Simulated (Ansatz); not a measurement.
# Al2Cu (Khatyrkite) (I4/mcm) in Ansatz: further runs, part 2 of 2

Ansatz 0.2.0. The steps go on from the part before.

## Step 4: Relaxation of cell and atoms, PBE

Input file input.yaml:

```yaml
crystal:
  lattice:
    - [-3.0335, 3.0335, 2.4385]
    - [3.0335, -3.0335, 2.4385]
    - [3.0335, 3.0335, -2.4385]
  atoms:
    - { symbol: Cu, position: [0.25, 0.25, 0.0] }
    - { symbol: Cu, position: [0.75, 0.75, 0.0] }
    - { symbol: Al, position: [0.3419, 0.1581, 0.5] }
    - { symbol: Al, position: [0.8419, 0.3419, 0.1838] }
    - { symbol: Al, position: [0.6581, 0.8419, 0.5] }
    - { symbol: Al, position: [0.1581, 0.6581, 0.8162] }
hamiltonian:
  xc: pbe
  pseudopotentials: { kind: paw }
kpoints:
  mp_grid: { grid: [7, 7, 7] }
scf:
  occupations: { method: fermi_dirac, width: 0.05 }
output:
  forces: true
  stress: true
  eigenvalues: true
relax:
  f_tol: 0.01
  max_steps: 40
  cell: { stress_tol: 0.05 }
```

Potentials or basis: Ansatz PAW.

Run with:

```console
> ansatz run input.yaml --threads 2 --pin off --max-ram 5632MiB --backend cpu --events-out ev --progress --plain --runs-dir out
```

The log of the run:

```text
Warning: RAYON_NUM_THREADS=2 ignored (pool sized by the plan → 2); use --threads N
Engine: ansatz 0.2.0, x86_64-unknown-linux-gnu
Pseudopotentials: kind: paw
Pseudopotential: Cu, paw, valence charge 19, recommended cutoff 420 eV (normal), Cu.paw.azcp
Pseudopotential: Al, paw, valence charge 3, recommended cutoff 420 eV (normal), Al.paw.azcp
Functional definition: PBE
  parameter kappa = 0.804
  parameter beta = 0.06672455060314922
  exchange = pbe_x(kappa = kappa, mu = beta*pi^2/3)
  correlation = pbe_c(beta = beta)
Crystal: 6 atoms, lattice volume = 89.758 Å³
Basis set: ecut = 420 eV, 1729 PW (Γ), exchange–correlation on 72×72×72 points (8 copies of the dense FFT grid, shifted against one another)
Bands: 31, of which v1, the nominal top of the filled ones, is band 25 counted from 1 (24 counted from 0)
Symmetry: 16 space group operations
Space group: I4/mcm (ITA 140), of the structure as read, at distance tolerance 4.5e-5 Å
k-points: 40 of 343
Non-local potential: Cu, projectors of the file, l = 0: 3, l = 1: 2, l = 2: 3, l = 3: 1
[... 93 lines left out ...]
  atom   5  Al    -0.00303834     0.00303834     0.00000000
  atom   6  Al     0.00303834     0.00303834     0.00000000
  max |Σ_I F_I| component: 5.20e-18 eV/Å
--- Stress (GPa, compression-positive) ---
       -0.016131       0.000000       0.000000
        0.000000      -0.016131      -0.000000
        0.000000       0.000000      -0.036110
  P = ⅓ Tr σ = -0.0228 GPa (-0.228 kbar)
--- Band table (eV; the first three rows and the last of 40) ---
  k-point 0: bands = ["-103.3481", "-103.3395", "-60.7227", "-60.7227", "-60.7142", "-60.7142", "-60.7063", "-60.6124", "-0.4060", "5.0617", "5.2709", "5.2709", "5.2971", "6.1949", "6.3187", "6.6293", "6.9289", "7.1825", "7.1825", "7.4242", "7.4242", "8.3696", "8.9710", "9.1465", "9.1465", "9.5299", "9.9710", "10.3987", "11.7682", "11.7682", "11.9729"]
  k-point 1: bands = ["-103.3481", "-103.3395", "-60.7227", "-60.7227", "-60.7142", "-60.7142", "-60.7063", "-60.6124", "-0.2389", "4.7362", "5.2311", "5.2707", "5.3237", "6.1072", "6.3472", "6.5089", "6.5461", "6.7980", "7.1810", "7.1826", "7.6530", "8.6081", "8.6227", "8.9225", "9.3191", "9.6159", "10.7469", "11.1938", "12.2361", "12.3233", "12.3545"]
  k-point 2: bands = ["-103.3481", "-103.3395", "-60.7228", "-60.7227", "-60.7142", "-60.7142", "-60.7063", "-60.6125", "0.2588", "3.5324", "5.1445", "5.3425", "5.4622", "5.9640", "6.1647", "6.2477", "6.4268", "6.7257", "7.1776", "7.1826", "7.9779", "7.9844", "8.2093", "9.0375", "9.4371", "9.5595", "12.1309", "12.3779", "12.6442", "13.3500", "13.3790"]
  k-point 39: bands = ["-103.3481", "-103.3395", "-60.7228", "-60.7228", "-60.7142", "-60.7142", "-60.7064", "-60.6124", "2.5084", "3.4828", "3.6268", "4.4797", "5.1066", "5.4418", "5.5740", "5.9912", "6.0512", "6.2930", "6.3005", "6.5971", "7.1180", "7.1753", "7.1753", "8.5377", "12.4066", "12.4578", "12.9820", "13.7912", "14.6727", "15.5237", "15.6887"]
--- Relaxed structure (3 steps of the walk, 3 accepted, 1 SCFs on fresh bases) ---
  F+E_penalty+E_count = -15401.34445272 eV   max|allowed force component| = 3.038e-3 eV/Å   (the final SCF, on the basis selected at the relaxed cell)
  cell:  # Å, volume = 89.5235 Å³
    - [-3.0279829879780196, 3.0279829879780196, 2.441013798972773]
    - [3.0279829879780196, -3.0279829879780196, 2.441013798972773]
    - [3.0279829879780196, 3.0279829879780196, -2.441013798972773]
  atoms:
    - { symbol: Cu, position: [0.25, 0.25, 2.2338103108733843e-21] }
    - { symbol: Cu, position: [0.75, 0.75, 2.233810310873387e-21] }
    - { symbol: Al, position: [0.3418247048073948, 0.1581752951926052, 0.5] }
    - { symbol: Al, position: [0.8418247048073948, 0.3418247048073948, 0.1836494096147896] }
    - { symbol: Al, position: [0.6581752951926052, 0.8418247048073948, 0.5] }
    - { symbol: Al, position: [0.1581752951926052, 0.6581752951926051, 0.8163505903852103] }
```

Run time: 6.6 s. Hardware: 2 threads of Intel Xeon 6975P-C (Granite Rapids), shared host; peak memory 0.47 GiB.

What came out:

- Free energy: -15401.3445 eV
- Relaxed volume: 14.92 Å³/atom
- Relaxed cell: a = 4.929 Å, b = 4.929 Å, c = 4.929 Å, α = 104.20°, β = 104.20°, γ = 120.63°
- Space group after relaxing (to 0.05 Å): I4/mcm (No. 140)
- Energy gained by relaxing: 0.1 meV/atom
- Ionic steps: 4
- Pressure after relaxing: 0.0 GPa
- Largest force after relaxing: 0.004 eV/Å
- Band gap on the k mesh: none (metal or under the smearing width)

Forces on the atoms (eV/Å):
```
Cu   0.000  0.000  0.000
Cu   0.000  0.000  0.000
Al   0.003 -0.003  0.000
Al  -0.003 -0.003  0.000
Al  -0.003  0.003  0.000
Al   0.003  0.003  0.000
```

Step by step:
| step | energy change (eV) | largest force (eV/Å) | volume (Å³) |
| --- | --- | --- | --- |
| 1 | 0.0000 | 0.0024 | 89.76 |
| 2 | -0.0006 | 0.0129 | 89.53 |
| 3 | -0.0006 | 0.0043 | 89.52 |
| 4 | -0.0006 | 0.0043 | 89.52 |

Final structure:
```
CELL_PARAMETERS angstrom
-3.02798 3.02798 2.44101
3.02798 -3.02798 2.44101
3.02798 3.02798 -2.44101
ATOMIC_POSITIONS crystal
Cu 0.25000 0.25000 0.00000
Cu 0.75000 0.75000 0.00000
Al 0.34182 0.15818 0.50000
Al 0.84182 0.34182 0.18365
Al 0.65818 0.84182 0.50000
Al 0.15818 0.65818 0.81635
```

Caveat: the plane-wave basis is chosen anew once the cell has moved, so the energies of steps on either side of that aren't comparable.

## Step 5: The runs side by side

| level | cutoff (eV) | gap on the mesh (eV) | pressure (GPa) | relaxed volume (Å³/atom) |
| --- | --- | --- | --- | --- |
| LDA | 420 | none | 0.0 | 14.05 |
| r2SCAN | 500 | none | 0.0 | 14.41 |
| PBE | 420 | none | 0.0 | 14.92 |

Alike in all rows: task relaxation of cell and atoms; potentials or basis Ansatz PAW; no spin polarisation; cell relaxed; k mesh 7 × 7 × 7; smearing fermi-dirac 0.05 eV.

Caveats: the plane-wave basis is chosen anew once the cell has moved, so the energies of steps on either side of that aren't comparable; the PAW data sets come from PBE, with cores solved anew for the run's functional, which leaves a small shift of forces and pressure (some runs).

Absolute energies hang on the potentials; compare differences alone.
